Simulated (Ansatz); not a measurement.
The cell is COD entry 1533087, as deposited and not checked against the literature; nothing was relaxed.

A run on CoO: DFT, PBE, all-electron LAPW, scalar-relativistic (Ansatz 0.2.0). The input:

```yaml
crystal:
  lattice:
    - [0.0, 2.1315, 2.1315]
    - [2.1315, 0.0, 2.1315]
    - [2.1315, 2.1315, 0.0]
  atoms:
    - { symbol: Co, position: [0.0, 0.0, 0.0], spin: 2.0 }
    - { symbol: O, position: [0.5, 0.5, 0.5] }
magnetization:
  spin_polarized: true
kpoints:
  mp_grid: { grid: [16, 16, 16] }
scf:
  occupations: { method: fermi_dirac, width: 0.05 }
hamiltonian:
  xc: pbe
  pseudopotentials:
    kind: all_electron
    lapw: { basis_error: 0.0005, muffin_tin_radii: { O: 1.194, Co: 1.194 } }
output:
  forces: true
  stress: true
  eigenvalues: true
```

**Question.** Can this result be used?

**Answer.** No. The input was rejected before any iteration. The typed spheres overlap: twice 1.194 Å exceeds the shortest distance, 2.131 Å; smaller radii, or none typed, cure it. It says:
```
Error: `kind: all_electron` solves this crystal on LAPW (the input types lapw, or this build lists no dataset of some species for it), and no LAPW basis is found for it: the given muffin-tin radii of O and Co, or the smallest supported ones, add up to 2.388 Å, and 2.131 Å are free between these atoms; give smaller radii, or leave one out; where each species has a listed dataset, leave lapw and dirac_shells out and run without spin–orbit coupling, or set another kind (and leave the keys of all_electron out)
```
 The same cell converged in the base run, which differs by not having this change: all sphere radii typed as 1.194 A.
